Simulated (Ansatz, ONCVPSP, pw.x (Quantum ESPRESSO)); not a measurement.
**Ru (Z = 44): one change to the ONCV potential, in the atom and in the fcc crystal**

ONCVPSP 4.0.1.1 (patched build) input, shortened (lines: element, Z, core and valence counts, functional; n l f; lmax; l rc ep ncon nbas qcut; lloc lpopt rc5 dvloc0; l nproj debl; icmod fcfact rcfact), PBE, scalar-relativistic:

```
  Ru 44.00    6    4        4      upf
    1    0    2.00
    2    0    2.00
    2    1    6.00
    3    0    2.00
    3    1    6.00
    3    2   10.00
    4    0    2.00
    4    1    6.00
    4    2    7.00
    5    0    1.00
    2
    0    1.65    0.00    4    9    9.40
    1    1.65    0.00    3    7    8.30
    2    2.10    0.00    3    8    6.20
    4    5    1.15    4.00
    0    3    3.60
    1    1    3.00
    2    1    0.40
    0    0.00    0.00
```

Change: all radii scaled by about 1.06 (s 1.74, p 1.74, d 2.22 bohr); local potential polynomial inside 1.22 bohr (lpopt 5, dvloc0 4 Ha).

Cutoffs, loose and tight: the cutoffs (Ha) at which the residual kinetic energy of the hardest occupied pseudo-wave falls to 1 and 0.1 mHa per electron. They do not see the model core or the augmentation charge, which bear on the density cutoff. Test errors are all-electron minus pseudo excitation energies from the reference, over the configurations 4s2 4p6 4d7 5s0; 4s2 4p6 4d6 5s0; 4s2 4p6 4d5 5s0; 4s2 4p6 4d6 5s2; variants that change the core or the reference have their own tests.

Crystal test: fcc Ru in pw.x 7.5, no spin, 15³ k-points, Fermi–Dirac smearing 0.01 Ry, cutoffs set for each file from its atomic test. The reference is all-electron LAPW (Ansatz 0.2.0) with the same functional, mesh and smearing; V0 and B0 come from Birch–Murnaghan fits to the pressures at five volumes. Errors are pseudo minus all-electron; Δ is the rms difference of the E(V) curves that follow from these fits, minima aligned, over ±6 % about the mean V0. Mesh and smearing are coarse, so the numbers serve the comparison and aren't converged zero-temperature values; the lattice is a test structure that the element need not adopt.

All-electron: a0 = 3.812 Å (V0 = 13.85 Å³/atom), B0 = 303.1 GPa.

Question: Does the change bring the crystal closer to the all-electron result?

Answer: The mean pressure error goes from -1.37 to +0.71 GPa, so the change moves the solid closer to the all-electron pressures. At 80 % of its cutoff the pressure of the changed file moves by -1.38 GPa.

```csv
quantity,base,changed
outcome (atom),generated,generated
"cutoff, loose (atom)",26 Ha,25 Ha
"cutoff, tight (atom)",31 Ha,29 Ha
bound ghosts (atom),none,none
largest test error (meV) (atom),+17,+18
cutoffs in pw.x (Ry),75/300,70/280
a0 (Å),3.807,3.815
a0 error (%),-0.15,+0.07
B0 error (%),+3.0,+1.4
Δ (meV/atom),4.1,2.1
mean pressure error (GPa),-1.37,+0.71
```
